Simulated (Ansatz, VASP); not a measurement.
# Two plane-wave programs on Mg2Ge

INCAR

```
SYSTEM = Mg2Ge
ALGO = Normal
EDIFF = 1E-7
EDIFFG = -0.005
ENCUT = 600
GGA = PS
IBRION = 2
ISIF = 3
ISMEAR = 0
LASPH = .TRUE.
LCHARG = .FALSE.
LREAL = .FALSE.
LWAVE = .FALSE.
NELM = 80
NSW = 100
PREC = Accurate
SIGMA = 0.01
```

KPOINTS

```
k-points
0
G
  10 10 10
  0 0 0
```

Contents of POSCAR:

```
Mg2Ge
1.0
    0.0000000000      3.1890000000      3.1890000000
    3.1890000000      0.0000000000      3.1890000000
    3.1890000000      3.1890000000      0.0000000000
Mg Ge
2 1
Direct
    0.2500000000      0.2500000000      0.2500000000
    0.7500000000      0.7500000000      0.7500000000
    0.0000000000      0.0000000000      0.0000000000
```

Input for Ansatz:

```yaml
crystal:
  lattice:
    - [0.0, 3.189, 3.189]
    - [3.189, 0.0, 3.189]
    - [3.189, 3.189, 0.0]
  atoms:
    - { symbol: Mg, position: [0.25, 0.25, 0.25] }
    - { symbol: Mg, position: [0.75, 0.75, 0.75] }
    - { symbol: Ge, position: [0.0, 0.0, 0.0] }
basis:
  ecutwfc: 420
kpoints:
  mp_grid: { grid: [10, 10, 10] }
hamiltonian:
  xc: pbesol
scf:
  occupations: { method: gaussian, width: 0.01 }
output:
  forces: true
  stress: true
  eigenvalues: true
relax:
  adjacent_minimum: "off"
  f_tol: 0.005
  max_steps: 80
  cell: { stress_tol: 0.05 }
```

Alike in both runs: task relaxation of cell and atoms; functional PBEsol; k mesh 10 × 10 × 10; occupations gaussian, width 0.01 eV; no spin polarisation.

```csv
,VASP,Ansatz
version,VASP 6.6.1,Ansatz 0.2.0
potentials or method,"VASP PAW PBE potentials, release 64 (Mg, Ge_d)","scalar-relativistic, plane waves, PAW"
plane-wave cutoff (eV),600,420
valence electrons in the cell,18,34
```

```tsv
	VASP	Ansatz	Ansatz less VASP
gap on the k mesh at the Fermi level, each at its own relaxed structure (eV)	0.08	0.08	+0.002
relaxed volume (Å³/atom)	21.44	21.48	+0.042
relaxed cell length with the largest relative difference (Å)	4.497	4.500	+0.0030
```

The two sets of potentials don't hold the same shells in valence.

Caveats: the PAW data sets were made with another functional, which shifts forces and pressure a little (VASP). A k mesh can miss the band edges.
